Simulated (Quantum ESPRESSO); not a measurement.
FeO (Wuestite):

```
Fe O
1.0
     1.51882    0.87689    2.51958
    -1.51882    0.87689    2.51958
     0.00000   -1.75378    2.51958
Fe O
1 1
Direct
  0.00000 0.00000 0.00000
  0.50000 0.50000 0.50000
```

| Item | Value |
| --- | --- |
| Program | Quantum ESPRESSO 7.5 |
| Task | single point |
| Functional | PBE |
| Potentials or basis | SSSP 1.3 efficiency PBE |
| Cutoff | 871 eV |
| Density cutoff | 10640 eV |
| k mesh | 11 × 11 × 11 |
| Occupations | fermi-dirac, width 0.05 eV |
| Spin | collinear spin, ferromagnetic start |
| Starting moments | [3.0, 0.0] μB |

On this cell: pressure -2.2 GPa; largest force under 0.003 eV/Å; net moment 4.00 μB per cell; site moments Fe +3.45; O +0.32 μB; band gap on the k mesh none (metal or under the smearing width).

The same run follows on a disturbed copy (atoms moved at random, drawn with an rms of 0.05 Å):

```
Fe O
1.0
     1.51882    0.87689    2.51958
    -1.51882    0.87689    2.51958
     0.00000   -1.75378    2.51958
Fe O
1 1
Direct
  0.00349 0.00059 0.00193
  0.48174 0.51863 0.48149
```

What changes?

The energy (extrapolated to zero smearing) moves by +6.5 meV/atom; pressure -1.5 GPa; largest force 0.293 eV/Å; net moment 4.00 μB per cell; site moments Fe +3.40; O +0.32 μB; band gap on the k mesh none (metal or under the smearing width).

Forces in eV/Å, atoms in the order of the input:
```
Fe  -0.189  0.103 -0.199
O    0.189 -0.103  0.199
```

Stress tensor (GPa, compression positive):
```
-0.81 -0.67  0.89
-0.67 -1.56 -0.52
 0.89 -0.52 -2.21
```

Caveats: a cell with one magnetic atom can't hold antiferromagnetic order, which such compounds often take; semilocal functionals often make such compounds metallic where correlation or magnetic order opens a gap, which also shifts bond lengths.
